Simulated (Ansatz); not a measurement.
PbS: stable or not

The cell was found from a structure generator's guess, not taken from experiment.

All numbers below come from DFT PBE, scalar-relativistic, plane waves, PAW (Ansatz). Cutoff 420 eV, Γ-centred 12×12×6 mesh (4-atom cell), Gaussian smearing of 0.01 eV, no spin polarisation.

```cif
data_structure
_symmetry_space_group_name_H-M 'P 1'
_symmetry_Int_Tables_number 1
_cell_length_a 4.1286
_cell_length_b 4.1286
_cell_length_c 7.3563
_cell_angle_alpha 90.000
_cell_angle_beta 90.000
_cell_angle_gamma 120.000
_cell_volume 108.59
loop_
_atom_site_label
_atom_site_type_symbol
_atom_site_fract_x
_atom_site_fract_y
_atom_site_fract_z
_atom_site_occupancy
Pb1 Pb 0.66667 0.33333 0.75000 1
Pb2 Pb 0.33333 0.66667 0.25000 1
S1 S 0.00000 0.00000 0.00000 1
S2 S 0.00000 0.00000 0.50000 1
```

Energies over the elements count from the elements' standard structures at the same level, with no fitted energy shifts.

Question: These tests were run: energy against the elements; phonons on a 2×2×1 q mesh. What do they show?

Answer:

```tsv
test	result
energy against the elements	−0.467 eV/atom
phonons on a 2×2×1 q mesh	imaginary modes down to 69i cm⁻¹
```

It fails one test: phonons on a 2×2×1 q mesh. So it isn't even a local minimum.

These runs have no spin–orbit coupling, which can matter for Pb. The reference form of S is held partly by dispersion forces, which this level lacks. The run for the phonons used a 12×12×6 k mesh.
